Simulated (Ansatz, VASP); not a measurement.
ZnS: VASP beside Ansatz

```
CELL_PARAMETERS angstrom
0.00000 2.70200 2.70200
2.70200 0.00000 2.70200
2.70200 2.70200 0.00000
ATOMIC_POSITIONS crystal
Zn 0.75000 0.75000 0.75000
S 0.00000 0.00000 0.00000
```

Alike in both runs: task band structure; functional HSE03; k mesh 5 × 5 × 5; occupations fermi-dirac, width 0.05 eV; no spin polarisation.

|  | VASP | Ansatz |
| --- | --- | --- |
| version | VASP 6.6.1 | Ansatz 0.2.0 |
| potentials or method | VASP PAW PBE potentials, release 64 (Zn, S) | Ansatz PAW |
| plane-wave cutoff (eV) | 520 | 420 |
| valence electrons in the cell | 18 | 18 |

|  | VASP | Ansatz | Ansatz less VASP |
| --- | --- | --- | --- |
| gap on the k mesh at the Fermi level (eV) | 3.12 | 3.13 | +0.010 |
| least direct gap on the mesh (eV) | 3.12 | 3.13 | +0.010 |
| gap along the band path (eV) | 3.12 | 3.13 | +0.010 |
| pressure (GPa) | 1.2 | 1.1 | -0.04 |

Caveats: the PAW data sets were made with another functional, which shifts forces and pressure a little (VASP); the PAW data sets come from PBE, with cores solved anew for the run's functional, which leaves a small shift of forces and pressure (Ansatz); the thresholds are loose for stress (Ansatz).
